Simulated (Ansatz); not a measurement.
**Si: pressure against volume, fitted**

```yaml
crystal:
  lattice:
    - [0.00000, 2.71547, 2.71547]
    - [2.71547, 0.00000, 2.71547]
    - [2.71547, 2.71547, 0.00000]
  atoms:
    - { symbol: Si, position: [0.50000, 0.50000, 0.50000] }
    - { symbol: Si, position: [0.75000, 0.75000, 0.75000] }
```

Atom numbers follow the list: Si1, Si2.

Structure: COD 9011998, as refined from experiment and not relaxed.

Computed with DFT, PBE, all-electron LAPW, scalar-relativistic (Ansatz 0.2.0).

The runs use a Γ-centred 11×11×11 k mesh, Fermi–Dirac smearing of 0.08 eV, basis error target 0.25 meV/atom, no spin polarisation.

The cell is scaled evenly. Fractional coordinates are held (clamped ions).

```tsv
V (Å³/atom)	P (GPa)
18.822	8.78
18.832	8.72
19.222	6.28
19.423	5.12
19.623	4.01
19.823	2.97
20.023	1.97
20.224	1.03
20.424	0.13
20.624	-0.72
21.225	-3.02
```

(1) Fit a third-order Birch–Murnaghan curve to the pressures.

(2) Predict the pressure at the withheld volume, 20.824 Å³/atom.

Results:

(1) P = (3B0/2)(y^(7/2) − y^(5/2))[1 + (3/4)(B0′ − 4)(y − 1)] with y = (V0/V)^(2/3) fits within 0.01 GPa for V0 = 20.455 Å³/atom, B0 = 88.5 GPa and B0′ = 4.24.

(2) There y = 0.9881, so the fit gives -1.53 GPa; the run gave -1.53 GPa.
